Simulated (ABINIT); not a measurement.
# Co (P-3m1) in ABINIT: convergence with cutoff

Aim: find how far cutoff must go before the results for Co settle, at PBE. This setting moves, with any that are tied to it; all else stays.

All numbers are computed with ABINIT 10.8.3 (patched build); they aren't measurements. Logs are shortened: lines on timing, memory, paths and dates and some standing lists are left out, and cuts for length are marked. The log counts tension as positive stress, the text compression.

## Step 1: The crystal as given

Symmetry: P-3m1, No. 164, trigonal system. The conventional cell has a = 2.487 Å, b = 2.487 Å, c = 4.063 Å, α = 90.00°, β = 90.00°, γ = 120.00°. Co (site symmetry 3m) has 12 Co at 2.42 to 2.55 Å as nearest neighbours.

## Step 2: With cutoff 10.5 Ha

run.abi

```
# Pseudopotentials
pp_dirpath "./"
pseudos "Co.GGA_PBE-JTH.xml"

# Structure
acell 4.7004383835 4.7004383835 7.6785043265
rprim
     1.0000000000     0.0000000000     0.0000000000
    -0.5000000000     0.8660254038     0.0000000000
     0.0000000000     0.0000000000     1.0000000000
ntypat 1
znucl 27
natom 2
typat 1 1
xred
     0.3333333333     0.6666666667     0.7401390000
     0.6666666667     0.3333333333     0.2598610000

# Plane-wave basis
ecut 10.5
pawecutdg 63.6
pawxcdev 0

# k points
kptopt 1
ngkpt 8 8 5
nshiftk 1
shiftk 0.0 0.0 0.0

# Exchange and correlation
ixc 11

# Bands and occupations
nband 22
occopt 3
tsmear 0.05 eV

# Spin
nsppol 2
spinat
     0.0000000000     0.0000000000     2.0000000000
     0.0000000000     0.0000000000     2.0000000000

# SCF cycle
nstep 100
tolvrs 1.0e-9

# Output
iomode 3
prtwf 0
prtden 0
prteig 0
prtebands 0
enunit 1
```

Potentials or basis: JTH PAW PBE v2.0.

On the command line:

```console
> abinit run.abi > log 2>&1
```

Run time: 26 s. Hardware: 1 thread of Arm Neoverse V1, shared host; peak memory 0.13 GiB.

It converged, with:

* Free energy: -7966.1140 eV
* Largest force: 0.604 eV/Å
* Band gap on the k mesh: none (metal or under the smearing width)
* Net moment: 3.33 μB per cell
* Site moments: Co +1.75 μB
* Valence electrons inside the program's atomic spheres: Co 15.56 (radii [1.1161] Å)

## Step 3: With cutoff 13 Ha

run.abi, as its differences from that of step 2:

```diff
@@ -19,3 +19,3 @@
 # Plane-wave basis
-ecut 10.5
+ecut 13.0
 pawecutdg 63.6
```

Potentials or basis: JTH PAW PBE v2.0.

On the command line:

```console
> abinit run.abi > log 2>&1
```

Wall time 30 s (1 thread of Arm Neoverse V1, shared host); peak memory 0.13 GiB.

The run converged. Its results:

* Free energy: -7967.3696 eV
* Largest force: 0.491 eV/Å
* Band gap on the k mesh: none (metal or under the smearing width)
* Net moment: 3.33 μB per cell
* Site moments: Co +1.75 μB
* Valence electrons inside the program's atomic spheres: Co 15.55 (radii [1.1161] Å)

## Step 4: With cutoff 15.5 Ha

run.abi, as its differences from that of step 3:

```diff
@@ -19,3 +19,3 @@
 # Plane-wave basis
-ecut 13.0
+ecut 15.5
 pawecutdg 63.6
```

On the command line:

```console
> abinit run.abi > log 2>&1
```

Wall time 43 s (1 thread of Arm Neoverse V1, shared host); peak memory 0.14 GiB.

The run converged. Its results:

| Item | Value |
| --- | --- |
| Free energy | -7967.4746 eV |
| Largest force | 0.476 eV/Å |
| Band gap on the k mesh | none (metal or under the smearing width) |
| Net moment | 3.33 μB per cell |
| Site moments | Co +1.75 μB |
| Valence electrons inside the program's atomic spheres | Co 15.55 (radii [1.1161] Å) |

## Step 5: With cutoff 18 Ha

run.abi, as its differences from that of step 4:

```diff
@@ -19,3 +19,3 @@
 # Plane-wave basis
-ecut 15.5
+ecut 18.0
 pawecutdg 63.6
```

On the command line:

```console
> abinit run.abi > log 2>&1
```

Run time: 47 s. Hardware: 1 thread of Arm Neoverse V1, shared host; peak memory 0.14 GiB.

It converged, with:

* Free energy: -7967.7117 eV
* Largest force: 0.489 eV/Å
* Band gap on the k mesh: none (metal or under the smearing width)
* Net moment: 3.33 μB per cell
* Site moments: Co +1.75 μB
* Valence electrons inside the program's atomic spheres: Co 15.55 (radii [1.1161] Å)

## Step 6: With cutoff 22 Ha

run.abi, as its differences from that of step 5:

```diff
@@ -19,3 +19,3 @@
 # Plane-wave basis
-ecut 18.0
+ecut 22.0
 pawecutdg 63.6
```

Potentials or basis: JTH PAW PBE v2.0.

On the command line:

```console
> abinit run.abi > log 2>&1
```

It took 64 s on 1 thread of Arm Neoverse V1, shared host; peak memory 0.15 GiB.

Results (log left out):

```
Free energy                                           : -7967.9166 eV
Largest force                                         : 0.496 eV/Å
Band gap on the k mesh                                : none (metal or under the smearing width)
Net moment                                            : 3.33 μB per cell
Site moments                                          : Co +1.75 μB
Valence electrons inside the program's atomic spheres : Co 15.55 (radii [1.1161] Å)
```

## Step 7: With cutoff 26 Ha

run.abi, as its differences from that of step 6:

```diff
@@ -19,3 +19,3 @@
 # Plane-wave basis
-ecut 22.0
+ecut 26.0
 pawecutdg 63.6
```

On the command line:

```console
> abinit run.abi > log 2>&1
```

It took 88 s on 1 thread of Arm Neoverse V1, shared host; peak memory 0.16 GiB.

It converged, with:

```yaml
Free_energy: -7967.9358 eV
Pressure: 1.3 GPa
Largest_force: 0.492 eV/Å
Band_gap_on_the_k_mesh: none (metal or under the smearing width)
Net_moment: 3.33 μB per cell
Site_moments: Co +1.75 μB
Valence_electrons_inside_the_program's_atomic_spheres: Co 15.55 (radii [1.1161] Å)
```

## Step 8: With cutoff 30 Ha

run.abi, as its differences from that of step 7:

```diff
@@ -19,3 +19,3 @@
 # Plane-wave basis
-ecut 26.0
+ecut 30.0
 pawecutdg 63.6
```

On the command line:

```console
> abinit run.abi > log 2>&1
```

It took 99 s on 1 thread of Arm Neoverse V1, shared host; peak memory 0.17 GiB.

The run converged. Its results:

```yaml
Free_energy: -7967.9462 eV
Pressure: 0.8 GPa
Largest_force: 0.490 eV/Å
Band_gap_on_the_k_mesh: none (metal or under the smearing width)
Net_moment: 3.33 μB per cell
Site_moments: Co +1.75 μB
Valence_electrons_inside_the_program's_atomic_spheres: Co 15.55 (radii [1.1161] Å)
```

## Step 9: With cutoff 35 Ha

run.abi, as its differences from that of step 8:

```diff
@@ -19,3 +19,3 @@
 # Plane-wave basis
-ecut 30.0
+ecut 35.0
 pawecutdg 63.6
```

Potentials or basis: JTH PAW PBE v2.0.

On the command line:

```console
> abinit run.abi > log 2>&1
```

Wall time 2.5 min (1 thread of Arm Neoverse V1, shared host); peak memory 0.19 GiB.

Results (log left out):

- Free energy: -7967.9617 eV
- Pressure: 1.1 GPa
- Largest force: 0.490 eV/Å
- Band gap on the k mesh: none (metal or under the smearing width)
- Net moment: 3.33 μB per cell
- Site moments: Co +1.75 μB
- Valence electrons inside the program's atomic spheres: Co 15.55 (radii [1.1161] Å)

## Step 10: With cutoff 41.5 Ha

run.abi, as its differences from that of step 9:

```diff
@@ -19,3 +19,3 @@
 # Plane-wave basis
-ecut 35.0
+ecut 41.5
 pawecutdg 63.6
```

Potentials or basis: JTH PAW PBE v2.0.

On the command line:

```console
> abinit run.abi > log 2>&1
```

run.abo:

```text
.Version 10.8.3 of ABINIT
 Symmetries : space group P-3 m 1 (#164); Bravais hP (primitive hexag.)
================================================================================
 Values of the parameters that define the memory need of the present run
     intxc =       0    ionmov =       0      iscf =      17    lmnmax =      18
     lnmax =       6     mgfft =      48  mpssoang =       3    mqgrid =    3001
     natom =       2  nloc_mem =       2    nspden =       2   nspinor =       1
    nsppol =       2      nsym =      12    n1xccc =       1    ntypat =       1
    occopt =       3   xclevel =       2
       mpw =        1890          nfft =       43200          nkpt =          40
 PAW method is used; the additional fine FFT grid is defined by:
   mgfftf=        60    nfftf =     77760
================================================================================
================================================================================

--------------------------------------------------------------------------------
------------- Echo of variables that govern the present computation ------------
--------------------------------------------------------------------------------
 -outvars: echo values of preprocessed input variables --------
            acell      4.7004383835E+00  4.7004383835E+00  7.6785043265E+00 Bohr
              amu      5.89332000E+01
             ecut      4.15000000E+01 Hartree
           enunit           1
              ixc          11
         kptrlatt        8    0    0      0    8    0      0    0    5
          kptrlen      3.76035071E+01
            natom           2
            nband          22
            ngfft          30      30      48
          ngfftdg          36      36      60
             nkpt          40
           nspden           2
           nsppol           2
            nstep         100
             nsym          12
           ntypat           1
           occopt           3
        pawecutdg      6.36000000E+01 Hartree
         pawxcdev           0
[... 194 lines left out ...]
xc                  : -6.29937226529408E+00
Ewald energy        : -1.99040221527165E+02
psp_core            :  6.99828667883385E+00
local_psp           : -2.38276487601410E+02
PAW spherical_terms :  5.10821718804631E+01
internal            : -2.92816870631006E+02
'-kT*entropy'       : -4.23004627114594E-04
total_energy        : -2.92817293635633E+02
total_energy_eV     : -7.96796447662204E+03
...

--- !EnergyTermsDC
iteration_state     : {dtset: 1, }
comment             : '"Double-counting" decomposition of free energy'
band_energy         : -2.36802121507334E+01
Ewald energy        : -1.99040221527165E+02
psp_core            :  6.99828667883385E+00
xc_dc               : -6.72863466335500E+01
PAW spherical_terms : -9.80837518035842E+00
internal            : -2.92816868812973E+02
'-kT*entropy'       : -4.23004627114594E-04
total_energy_dc     : -2.92817291817600E+02
total_energy_dc_eV  : -7.96796442715086E+03
...

--- !EnergyTermsWithPAWCore
iteration_state     : {dtset: 1, }
comment             : 'Components of total free energy, including PAW core contributions'
Total energy        : -2.78689987908759E+03
Total energy DC     : -2.78689987726956E+03
Total energy (eV)   : -7.58354090387303E+04
Total energy DC (eV): -7.58354089892591E+04
...

 Cartesian components of stress tensor (hartree/bohr^3)
  sigma(1 1)= -7.19194153E-05  sigma(3 2)=  0.00000000E+00
  sigma(2 2)= -7.19194170E-05  sigma(3 1)=  0.00000000E+00
  sigma(3 3)=  5.34342715E-06  sigma(2 1)=  0.00000000E+00

-Cartesian components of stress tensor (GPa)         [Pressure=  1.3582E+00 GPa]
- sigma(1 1)= -2.11594225E+00  sigma(3 2)=  0.00000000E+00
- sigma(2 2)= -2.11594230E+00  sigma(3 1)=  0.00000000E+00
- sigma(3 3)=  1.57209054E-01  sigma(2 1)=  0.00000000E+00

== END DATASET(S) ==============================================================
================================================================================

 -outvars: echo values of variables after computation  --------
            acell      4.7004383835E+00  4.7004383835E+00  7.6785043265E+00 Bohr
           etotal     -2.9281729182E+02
            fcart     -2.8642490375E-28  6.2839648206E-28  9.5329045847E-03
                       2.8642490375E-28 -6.2839648206E-28 -9.5329045847E-03
            rprim      1.0000000000E+00  0.0000000000E+00  0.0000000000E+00
                      -5.0000000000E-01  8.6602540380E-01  0.0000000000E+00
                       0.0000000000E+00  0.0000000000E+00  1.0000000000E+00
           strten     -7.1919415287E-05 -7.1919416997E-05  5.3434271487E-06
                       0.0000000000E+00  0.0000000000E+00  0.0000000000E+00
           xangst      3.4292571554E-17  1.4360807785E+00  3.0073990277E+00
                       1.2436824361E+00  7.1804038926E-01  1.0558904729E+00
             xred      3.3333333333E-01  6.6666666667E-01  7.4013900000E-01
                       6.6666666667E-01  3.3333333333E-01  2.5986100000E-01
 Calculation completed.
```

Run time: 3.3 min. Hardware: 1 thread of Arm Neoverse V1, shared host; peak memory 0.21 GiB.

What came out:

* Free energy: -7967.9644 eV
* Pressure: 1.4 GPa
* Largest force: 0.490 eV/Å
* Band gap on the k mesh: none (metal or under the smearing width)
* Net moment: 3.33 μB per cell
* Site moments: Co +1.75 μB
* Valence electrons inside the program's atomic spheres: Co 15.55 (radii [1.1161] Å)

## Step 11: The series at a glance

```tsv
cutoff	energy less the tightest run, at zero smearing (meV/atom)	largest force (eV/Å)	SCF cycles	CPU time (s)	peak memory (GiB)
10.5 Ha	925.43	0.604	17	26	0.13
13 Ha	297.42	0.491	17	30	0.13
15.5 Ha	244.91	0.476	18	43	0.14
18 Ha	126.39	0.489	18	47	0.14
22 Ha	23.90	0.496	19	64	0.15
26 Ha	14.31	0.492	19	88	0.16
30 Ha	9.14	0.490	18	99	0.17
35 Ha	1.39	0.490	20	150	0.19
41.5 Ha	0.00	0.490	21	200	0.21
```

Against the tightest run, the largest force stays within 0.005 eV/Å from 26 Ha on. Not settled before the last step: the energy (to 1 meV/atom). The tightest run that finished is the yardstick and may itself not be fully converged.

Caveats: all runs use coarse meshes.
